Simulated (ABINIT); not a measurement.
The system is Pd.

```
Pd
1.0
     0.00000    1.94650    1.94650
     1.94650    0.00000    1.94650
     1.94650    1.94650    0.00000
Pd
1
Direct
  0.00000 0.00000 0.00000
```

Base run:

* Program: ABINIT 10.8.3 (patched build)
* Functional: PW91
* Potentials or basis: JTH PAW PBE v2.0
* Cutoff: 707 eV
* k mesh: 12 × 12 × 12
* Occupations: fermi-dirac, width 0.05 eV
* Spin: no spin polarisation

Its results: band gap on the k mesh none (metal or under the smearing width); pressure 6.5 GPa.

**Question.** The run is repeated on the same cell with these changes: functional from PW91 to WC. What comes out?

**Answer.** Band gap on the k mesh none (metal or under the smearing width); pressure -1.8 GPa.

WC binds more tightly than PW91, so the same cell stands under less pressure.

Caveats: the PAW data sets were made with another functional, which shifts forces and pressure a little.
